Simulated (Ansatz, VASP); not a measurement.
# N in VASP and in Ansatz

Contents of INCAR:

```
PREC = Accurate ; ENCUT = 520
EDIFF = 1E-6 ; ISMEAR = 0
SIGMA = 0.15 ; LREAL = False
LASPH = True ; NELM = 100
ALGO = Fast ; ISIF = 2
LWAVE = False ; LCHARG = True
GGA = PE ; IVDW = 12
LELF = True ; LVHAR = True
NBANDS = 8
```

The input KPOINTS:

```
Automatic mesh
0
Gamma
  26 26 26
```

Contents of POSCAR:

```
N
1.0
    0.0000000000      1.5538086100      1.5538086100
    1.5538086100      0.0000000000      1.5538086100
    1.5538086100      1.5538086100      0.0000000000
N
1
Direct
    0.0000000000      0.0000000000      0.0000000000
```

Input for Ansatz:

```yaml
crystal:
  lattice:
    - [0.0, 1.55380861, 1.55380861]
    - [1.55380861, 0.0, 1.55380861]
    - [1.55380861, 1.55380861, 0.0]
  atoms:
    - { symbol: "N", position: [0.0, 0.0, 0.0] }
basis:
  ecutwfc: 420
kpoints:
  mp_grid: { grid: [26, 26, 26] }
hamiltonian:
  xc: pbe
  dispersion: d3bj
scf:
  occupations: { method: gaussian, width: 0.15 }
output:
  forces: true
  stress: true
  eigenvalues: true
```

The real solid is made of molecules; this cell is a model form.

Alike in both runs: task single point; functional PBE; dispersion D3(BJ); k mesh 26 × 26 × 26; occupations gaussian, width 0.15 eV; no spin polarisation.

```csv
,VASP,Ansatz
version,VASP 6.6.1,Ansatz 0.2.0
potentials or method,"VASP PAW PBE potentials, release 64 (N)","scalar-relativistic, plane waves, PAW"
plane-wave cutoff (eV),520,420
valence electrons in the cell,5,5
```

|  | VASP | Ansatz | Ansatz less VASP |
| --- | --- | --- | --- |
| gap on the k mesh at the Fermi level (eV) | none | none | - |
| pressure (GPa) | -0.3 | -0.2 | +0.17 |

A gap of «none» marks a metal or a gap that the smearing closes. With one functional, cell and mesh, what is left measures potentials, basis and numerics.

Caveats: pairwise dispersion overbinds metals, which lowers pressure and volume.
